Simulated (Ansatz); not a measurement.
Two Ansatz runs on Cd

Structure from Materials Project entry mp-94 (possibly hypothetical), not relaxed further. The listed cell was then made from it by scaling, straining or moving an atom.

First run: DFT, PBEsol, all-electron LAPW, scalar-relativistic (Ansatz 0.2.0).

Command: `ansatz run input.yaml --threads 1 --pin off --max-ram 2048MiB --backend cpu --events-out ev --progress --plain --runs-dir out` The run took 27 s on 1 thread of Arm Neoverse V1, with other jobs on the host, peak memory 0.45 GiB.

```yaml
crystal:
  lattice:
    - [2.9285891929, 0.0, 0.0]
    - [-1.4642945964, 2.5362326383, 0.0]
    - [0.0, 0.0, 5.8264700474]
  atoms:
    - { symbol: Cd, position: [0.3333333333, 0.6666666667, 0.25] }
    - { symbol: Cd, position: [0.6666666667, 0.3333333333, 0.75] }
kpoints:
  mp_grid: { grid: [14, 14, 6] }
scf:
  occupations: { method: fermi_dirac, width: 0.03 }
hamiltonian:
  xc: pbesol
  pseudopotentials: { kind: all_electron, lapw: { basis_error: 0.00025 } }
output:
  forces: true
  stress: true
  eigenvalues: true
```

Result: converged; pressure -0.61 GPa; no gap on the k mesh; 8 SCF iterations.

A second input differs as follows:

```diff
@@ -10,5 +10,5 @@
   mp_grid: { grid: [14, 14, 6] }
 scf:
-  occupations: { method: fermi_dirac, width: 0.03 }
+  max_iter: 100
 hamiltonian:
   xc: pbesol
```

What is wrong with it, and what does the program do?

The fault is no occupation method. The run refused before any iteration. The log ends:
```
Error: YAML parse error: `scf.occupations.method` is required: fixed only where the cell keeps a band gap throughout the run, explicit beside scf.occupations.values (under evaluate: without them), else a smearing such as fermi_dirac (scf.occupations.width is optional; its entry in the input reference gives the default)
```
